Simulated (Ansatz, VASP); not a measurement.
# B (Boron): VASP beside Ansatz

Wanted: the spread between two codes on one cell, functional and k mesh. The structure shown comes from an earlier Ansatz run, which isn't shown and may have moved the atoms alone.

Method: plane waves, with VASP 6.6.1 beside it; elastic constants at LDA, in Ansatz 0.2.0.

**1. Set-up**

It takes space group R-3m (No. 166, trigonal). The conventional cell has a = 4.841 Å, b = 4.841 Å, c = 12.394 Å, α = 90.00°, β = 90.00°, γ = 120.00°. Nearest to B lie 6 B at 1.66 to 1.78 Å. B has 5 B at 1.76 to 1.78 Å nearest.

**2. Ansatz: elastic constants, LDA**

Ansatz runs on its default PAW (the set named soft_2) files.

Elastic constants are differences of stresses under small strains, so they test the stress and the mesh.

File input.yaml:

```yaml
crystal:
  lattice:
    - [2.4204623316, 1.3974545787, 4.1313131043]
    - [-2.4204623316, 1.3974545787, 4.1313131043]
    - [0.0, -2.7949091574, 4.1313131043]
  atoms:
    - { symbol: B, position: [0.0104703792, 0.6543053616, 0.0104703792] }
    - { symbol: B, position: [0.0104703792, 0.0104703792, 0.6543053616] }
    - { symbol: B, position: [0.6543053616, 0.0104703792, 0.0104703792] }
    - { symbol: B, position: [0.9895296208, 0.3456946384, 0.9895296208] }
    - { symbol: B, position: [0.3456946384, 0.9895296208, 0.9895296208] }
    - { symbol: B, position: [0.9895296208, 0.9895296208, 0.3456946384] }
    - { symbol: B, position: [0.2214784601, 0.6299820712, 0.2214784601] }
    - { symbol: B, position: [0.2214784601, 0.2214784601, 0.6299820712] }
    - { symbol: B, position: [0.6299820712, 0.2214784601, 0.2214784601] }
    - { symbol: B, position: [0.7785215399, 0.3700179288, 0.7785215399] }
    - { symbol: B, position: [0.3700179288, 0.7785215399, 0.7785215399] }
    - { symbol: B, position: [0.7785215399, 0.7785215399, 0.3700179288] }
kpoints:
  mp_grid: { grid: [6, 6, 6] }
hamiltonian:
  xc: lda
scf:
  occupations: { method: gaussian, width: 0.02 }
output:
  forces: true
  stress: true
  eigenvalues: true
elastic:
  mode: relaxed_ion
  stencil: two_point
```

Launch:

```console
> ansatz run input.yaml --threads 8 --pin off --max-ram 16384MiB --backend cpu --events-out ev --progress --plain --runs-dir out
```

Numbers of over 12 decimals in the logs are rounded to 6 here.

The program printed:

```text
Engine: ansatz 0.2.0, aarch64-unknown-linux-gnu
Pseudopotentials: kind: paw
Pseudopotential: B, paw, valence charge 3, recommended cutoff 420 eV (normal), B.paw.azcp
Functional definition: SPW92
  exchange = slater_x
  correlation = pw_c
Crystal: 12 atoms, lattice volume = 83.845 Å³
Basis set: ecut = 420 eV, 1651 PW (Γ)
Bands: 30, of which v1, the nominal top of the filled ones, is band 18 counted from 1 (17 counted from 0)
Symmetry: 12 space group operations
Space group: R-3m (ITA 166), of the structure as read, at distance tolerance 4.4e-5 Å
k-points: 32 of 216
Non-local potential: B, projectors of the file, l = 0: 2, l = 1: 2, l = 2: 1
PAW form: soft (Blöchl's): semilocal exchange-correlation on the pseudo side does not see the compensation charge
PAW frozen core: B, regenerated for the run's functional, and the local potential with it (the file was generated under x = pbe(κ = 0.804, μ = 0.219515), c = pbe(β = 0.066725))
PAW one-centre angular grid: B, 110 points (default); XC on 64 Gauss nodes
Initial density: superposition of atomic densities (neutral atoms: chi_scale 0, normalization atom), corrected by the library's trained network
Initial wavefunctions: pseudopotential atomic-orbital guess
Functional: x = slater, c = lda
SCF iter   1: F=—  HF=-1797.305217 eV  |F-HF|=—  |Δ(HF+E_count)|=         —  Δρ=8.04e-3  dr2=4.31e-2  ethr=1.77e-3  ⟨swp⟩=6.5  Hψ=4813  notcnv=0  defer=42
preconditioner: auto → none  [insulator: Δε(μ)=1.468 eV  Ē_g=12.601 eV  σ=0.020 eV  W_gap=1.00  n_scr=14 (ndim 8)  ℏωp=24.3 eV  f_vac=0.000  D(μ)=0.00/eV (n_scr^D=0)  ε∞_Penn≈4.7]
SCF iter   2: F=—  HF=-1797.288094 eV  |F-HF|=—  |Δ(HF+E_count)|=   1.71e-2  Δρ=3.51e-3  dr2=5.58e-3  ethr=1.20e-4  ⟨swp⟩=2.7  Hψ=1855  notcnv=0  defer=198
SCF iter   3: F=—  HF=-1797.286309 eV  |F-HF|=—  |Δ(HF+E_count)|=   1.78e-3  Δρ=8.57e-4  dr2=1.12e-3  ethr=1.55e-5  ⟨swp⟩=2.0  Hψ=1518  notcnv=0  defer=198
SCF iter   4: F=—  HF=-1797.285982 eV  |F-HF|=—  |Δ(HF+E_count)|=   3.27e-4  Δρ=3.61e-4  dr2=6.45e-5  ethr=3.11e-6  ⟨swp⟩=2.0  Hψ=1195  notcnv=0  defer=198
SCF iter   5: F=—  HF=-1797.285966 eV  |F-HF|=—  |Δ(HF+E_count)|=   1.61e-5  Δρ=7.59e-5  dr2=2.08e-6  ethr=1.79e-7  ⟨swp⟩=2.4  Hψ=1199  notcnv=0  defer=198
SCF iter   6: F=—  HF=-1797.285963 eV  |F-HF|=—  |Δ(HF+E_count)|=   2.96e-6  Δρ=9.43e-6  dr2=6.36e-8  ethr=5.78e-9  ⟨swp⟩=2.7  Hψ=1415  notcnv=0  defer=198
SCF iter   7: F=—  HF=-1797.285963 eV  |F-HF|=—  |Δ(HF+E_count)|=   1.46e-8  Δρ=2.50e-6  dr2=3.41e-9  ethr=1.77e-10  ⟨swp⟩=2.0  Hψ=1278  notcnv=0  defer=198
SCF iter   8: F=—  HF=-1797.285963 eV  |F-HF|=—  |Δ(HF+E_count)|=  5.82e-10  Δρ=5.55e-7  dr2=1.21e-10  ethr=9.46e-12  ⟨swp⟩=2.1  Hψ=1242  notcnv=0  defer=198
SCF iter   9: F=—  HF=-1797.285963 eV  |F-HF|=—  |Δ(HF+E_count)|=  3.87e-12  Δρ=6.92e-8  dr2=2.09e-12  ethr=3.36e-13 (applied; sched 1.00e-12)  ⟨swp⟩=2.4  Hψ=1338  notcnv=0  defer=198
SCF iter  10: F=-1797.285963 eV  HF=-1797.285963 eV  |F-HF|=0.00e0  |Δ(HF+E_count)|=  2.27e-13  Δρ=5.55e-9  dr2=1.13e-14  ethr=1.00e-12  ⟨swp⟩=9.6  Hψ=5409  notcnv=0
SCF 1 converged in 10 iterations: F = -1797.285963 eV  dr2 = 1.13e-14
  greatest PAW one-centre occupation: 0.551 electrons in one spin orbital (limit 2), on the B atom at site 5 (counted from 0), in its partial waves of l = 0
relax step   1: F+E_penalty+E_count = -1797.28596296 eV  Δ(F+E_penalty+E_count) = +0.000e0 eV  max|allowed force component| = 5.882e-4 eV/Å  Δτ_max = 0.0000 Å  (10 SCF iters, accepted)
[...]
relax step   3: F+E_penalty+E_count = -1797.28574329 eV  Δ(F+E_penalty+E_count) = -1.553e-7 eV  max|allowed force component| = 1.081e-4 eV/Å  Δτ_max = 0.0001 Å  (7 SCF iters, accepted)
[...]
relax step   4: F+E_penalty+E_count = -1797.28574329 eV  Δ(F+E_penalty+E_count) = -1.636e-9 eV  max|allowed force component| = 1.604e-5 eV/Å  Δτ_max = 0.0000 Å  (5 SCF iters, accepted)
iter 1 solved again at ethr=1.00e-12 eV; its pass at ethr=3.10e-3 eV (dr2=7.77e-14 eV) is discarded
SCF iter   1: F=—  HF=-1797.285743 eV  |F-HF|=—  |Δ(HF+E_count)|=         —  Δρ=9.78e-9  dr2=5.30e-14  ethr=1.00e-12  ⟨swp⟩=2.6  Hψ=8618  notcnv=0
SCF iter   2: F=-1797.285743 eV  HF=-1797.285743 eV  |F-HF|=6.82e-13  |Δ(HF+E_count)|=  1.14e-12  Δρ=4.85e-9  dr2=1.05e-14  ethr=1.00e-12  ⟨swp⟩=4.2  Hψ=5994  notcnv=0
SCF 35 converged in 2 iterations: F = -1797.285743 eV  dr2 = 1.05e-14
SCF converged after 9 iterations
Free energy (F): -1797.285963 eV
Harris-Foulkes:  -1797.285963 eV  (|F-HF|=0.00e0)
Internal energy: -1797.285963 eV  (E = F + TS)
E sigma→0 (E₀):  -1797.285963 eV
Fermi energy:    9.988985 eV
--- Per-component energies (eV) ---
  E_band       = 98.489751
  E_kinetic    = 611.030484
  E_local      = -373.012365  (includes V_loc(G=0)·N_el)
  E_nonlocal   = 143.339649
  E_hartree    = 110.482787
  E_xc         = -390.588314
  E_vxc        = -465.447294  (∫ρ·V_xc dr)
  E_paw        = -871.910323  (= ΣΔE_a)
  E_vpaw       = -38.386252  (= ΣTr[D̂ρ^β])
  E_aug_tail   = -0.000040  (compensation charges beyond the density's cutoff)
  E_ewald      = -1027.177851
  E_core_change = 0.550011  (= ΣΔE_core)
  E_smearing   = -0.000000  (= −TS)
  E_closure    = -0.000000  (closes the sum)
  Σ components = -1797.285963   (vs F -1797.285963, Δ=0.00e0)
--- Forces (eV/Å), atoms counted from 1 ---
  atom   1  B      0.00001298    -0.00000749    -0.00002863
  atom   2  B      0.00000000     0.00001499    -0.00002863
  atom   3  B     -0.00001298    -0.00000749    -0.00002863
  atom   4  B     -0.00001298     0.00000749     0.00002863
  atom   5  B      0.00001298     0.00000749     0.00002863
  atom   6  B      0.00000000    -0.00001499     0.00002863
  atom   7  B     -0.00000038     0.00000022     0.00000248
  atom   8  B      0.00000000    -0.00000043     0.00000248
  atom   9  B      0.00000038     0.00000022     0.00000248
  atom  10  B      0.00000038    -0.00000022    -0.00000248
  atom  11  B     -0.00000038    -0.00000022    -0.00000248
  atom  12  B      0.00000000     0.00000043    -0.00000248
  max |Σ_I F_I| component: 1.39e-17 eV/Å
--- Stress (GPa, compression-positive) ---
        0.000363      -0.000000       0.000000
        0.000000       0.000363      -0.000000
        0.000000      -0.000000       0.004182
  P = ⅓ Tr σ = 0.0016 GPa (0.016 kbar)
--- Band table (eV; the first three rows and the last of 32) ---
  k-point 0: bands = [... 14 lower, 7.8383, 8.5096, 8.5096, 8.9368, 10.6762, 13.9614, 13.9614, 14.0840, ... 8 higher]
  k-point 1: bands = [... 14 lower, 7.5796, 7.9725, 8.0815, 8.6501, 10.9582, 12.8582, 13.3769, 14.6918, ... 8 higher]
  k-point 2: bands = [... 14 lower, 6.8024, 6.8825, 7.2170, 8.7367, 11.3847, 12.9809, 13.2383, 13.7857, ... 8 higher]
  k-point 31: bands = [... 14 lower, 6.2107, 7.3543, 7.3543, 9.3018, 11.9106, 12.1387, 12.1387, 14.3990, ... 8 higher]
--- Elastic constants: 3 strain directions × 2 members + reference (group order 12) ---
  dense FFT box of the reference and of every strained cell: 36×36×36
  strains applied: 11, 33, 23; error gains: componentwise 1.00 (the most a stress slope's error grows in a printed constant), spectral 1.41 (1 for all six strains in a standard setting)
  reference relaxed by the batch: 4 steps; max|allowed force component| 5.88e-4 eV/Å at the deck's positions, 2.87e-5 at the last accepted step, 2.86e-5 by the solve of record
  largest displacement 2.7e-5 Å; the constants are those of the deck's cell at these positions:
  atoms:
    - { symbol: B, position: [0.010469, 0.654308, 0.010469] }
    - { symbol: B, position: [0.010469, 0.010469, 0.654308] }
    - { symbol: B, position: [0.654308, 0.010469, 0.010469] }
    - { symbol: B, position: [0.989531, 0.345692, 0.989531] }
    - { symbol: B, position: [0.345692, 0.989531, 0.989531] }
    - { symbol: B, position: [0.989531, 0.989531, 0.345692] }
    - { symbol: B, position: [0.221481, 0.629983, 0.221481] }
    - { symbol: B, position: [0.221481, 0.221481, 0.629983] }
    - { symbol: B, position: [0.629983, 0.221481, 0.221481] }
    - { symbol: B, position: [0.778519, 0.370017, 0.778519] }
    - { symbol: B, position: [0.370017, 0.778519, 0.778519] }
    - { symbol: B, position: [0.778519, 0.778519, 0.370017] }
  C = ∂σ_k/∂η_j (tension-positive GPa; Voigt order 11 22 33 23 13 12):
       488.217    117.256     49.341     26.290      0.000      0.000
       117.256    488.217     49.341    -26.290      0.000      0.000
        49.233     49.233    631.289      0.000      0.000      0.000
        26.327    -26.327     -0.000    213.172      0.000      0.000
         0.000     -0.000      0.000      0.000    213.172     26.327
         0.000     -0.000      0.000      0.000     26.290    185.481
  reference stress σ⁰ (GPa):     -0.000     -0.000     -0.004      0.000     -0.000      0.000
  C* (energy form; C + prestress term) asymmetry max|C*_kj − C*_jk| = 1.119e-1 GPa — a small one proves nothing (zero by symmetry where the batch's group is 432, −43m or m−3m); a large one is finite-difference/SCF noise where every solve meets its electron count
  moduli (Voigt/Reuss/Hill, GPa): K = 226.60/225.85/226.22   G = 215.16/207.24/211.20   E = 483.22   ν = 0.144
  mechanically stable: yes (min eigenvalue of sym C = 169.60 GPa)
  strain η (Voigt 11):  stress-route row diagonal C_11 = 488.22 GPa, energy-path curvature d²(F+E_count+ΔE)/dδ²/Ω₀ = 488.68 GPa
         δ    σ_11 (GPa)             F (eV)   n_scf  n_hpsi   n_pw
    -2.000e-3      -0.9870       -1797.2854228       2   15564   1646   relax 5 steps, max|allowed force component| 1.08e-5 eV/Å
     2.000e-3       0.9659       -1797.2854659       2   15613   1663   relax 3 steps, max|allowed force component| 3.33e-5 eV/Å
  strain η (Voigt 33):  stress-route row diagonal C_33 = 631.29 GPa, energy-path curvature d²(F+E_count+ΔE)/dδ²/Ω₀ = 630.88 GPa
         δ    σ_33 (GPa)             F (eV)   n_scf  n_hpsi   n_pw
    -2.000e-3      -1.2735       -1797.2853407       2    7277   1648   relax 4 steps, max|allowed force component| 1.30e-5 eV/Å
     2.000e-3       1.2517       -1797.2853299       2    7166   1655   relax 3 steps, max|allowed force component| 3.05e-5 eV/Å
  strain η (Voigt 23):  stress-route row diagonal C_44 = 213.17 GPa, energy-path curvature d²(F+E_count+ΔE)/dδ²/Ω₀ = 213.18 GPa
         δ    σ_23 (GPa)             F (eV)   n_scf  n_hpsi   n_pw
    -2.000e-3      -0.4260       -1797.2857288       2   15651   1651   relax 5 steps, max|allowed force component| 4.58e-5 eV/Å
     2.000e-3       0.4267       -1797.2857433       2   15582   1653   relax 4 steps, max|allowed force component| 1.60e-5 eV/Å
```

(Continued in part 2 of 2.)

[Lines on the potential files, build, host, timing and source positions are cut from VASP's logs without a mark.]

[Logs are printed without paths, hosts, clocks, repeated set-up lines and the standing remarks that a program may print on its own settings, such as how far it seeks lower states.]

[Hosts, paths, dates, database ids (printed as entryN), source tags and the programs' standing remarks are cut or masked in the printed files.]
